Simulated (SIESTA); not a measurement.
Crystal: Zn.

```xyz
2
Lattice="2.6700 0.0000 0.0000 -1.3350 2.3123 0.0000 0.0000 0.0000 4.9660" Properties=species:S:1:pos:R:3 pbc="T T T"
Zn    1.3350    0.7708    3.7245
Zn    0.0000    1.5415    1.2415
```

* Program: SIESTA 5.4.2
* Task: relaxation of cell and atoms
* Functional: PBEsol
* Potentials or basis: PseudoDojo 0.4 standard (PBEsol files)
* Basis: DZP (energy shift 0.003 Ry; two zetas on semicore shells)
* Grid cutoff: 1200 Ry
* Energy shift: 0.003 Ry
* k mesh: 8 × 8 × 4
* Occupations: fermi-dirac, width 0.05 eV
* Spin: no spin polarisation

At the start: pressure -8.9 GPa; volume 15.33 Å³/atom.

Question: How do energy, volume and symmetry change on relaxing?

Answer: Over 29 steps the energy falls by 77.3 meV/atom and the volume is 13.67 Å³/atom (-10.9 %); space group P6_3/mmc (No. 194, to 0.05 Å).

Step by step:
| step | energy change (eV) | largest force (eV/Å) | pressure (GPa) | volume (Å³) |
| --- | --- | --- | --- | --- |
| 1 | 0.0000 | 0.0000 | -8.89 | 30.66 |
| 2 | -0.0075 | 0.0000 | -8.59 | 30.53 |
| 3 | -0.1020 | 0.0000 | 0.80 | 27.34 |
| 4 | -0.1019 | 0.0000 | 0.82 | 27.33 |
| 5 | -0.1266 | 0.0004 | 0.26 | 27.50 |
| 6 | 0.1334 | 0.0015 | 11.85 | 26.32 |
| 7 | 0.0454 | 0.0011 | 2.12 | 28.14 |
| 8 | 0.0417 | 0.0013 | 3.74 | 27.65 |
| 9 | 0.2207 | 0.0010 | 11.06 | 27.18 |
| 10 | 0.5905 | 0.0017 | 22.13 | 27.02 |
| 11 | -0.0457 | 0.0006 | 5.49 | 26.56 |
| 12 | -0.0889 | 0.0000 | 8.45 | 25.61 |
| 13 | -0.0481 | 0.0003 | -3.63 | 29.08 |
| 14 | -0.1491 | 0.0006 | 0.52 | 27.20 |
| 15 | -0.1522 | 0.0001 | 1.12 | 27.08 |
| 16 | -0.1448 | 0.0002 | -0.90 | 27.55 |
| 17 | -0.1547 | 0.0008 | 0.26 | 27.27 |
| 18 | -0.1451 | 0.0001 | -0.82 | 27.53 |
| 19 | -0.1545 | 0.0007 | 0.18 | 27.28 |
| 20 | -0.1542 | 0.0006 | -0.04 | 27.31 |
| 21 | -0.1545 | 0.0006 | 0.10 | 27.29 |
| 22 | -0.1545 | 0.0005 | -0.04 | 27.32 |
| 23 | -0.1531 | 0.0003 | -0.53 | 27.40 |
| 24 | -0.1543 | 0.0002 | -0.22 | 27.35 |
| 25 | -0.1547 | 0.0004 | -0.03 | 27.33 |
| 26 | -0.1548 | 0.0002 | -0.01 | 27.33 |
| 27 | -0.1547 | 0.0001 | -0.03 | 27.33 |
| 28 | -0.1548 | 0.0000 | 0.01 | 27.33 |
| 29 | -0.1547 | 0.0000 | -0.03 | 27.33 |

Final structure:
```
CELL_PARAMETERS angstrom
2.66016 -0.00010 0.00000
-1.33016 2.30371 0.00000
0.00000 0.00000 4.46013
ATOMIC_POSITIONS crystal
Zn 0.66666 0.33333 0.75000
Zn 0.33333 0.66667 0.25000
```

Caveat: short orbitals over semicore shells can move pressures by several GPa; the volume moved by -11 % from the deposited cell, more than functionals usually miss; the basis of atomic orbitals isn't converged, which shifts pressures, moduli and gaps.
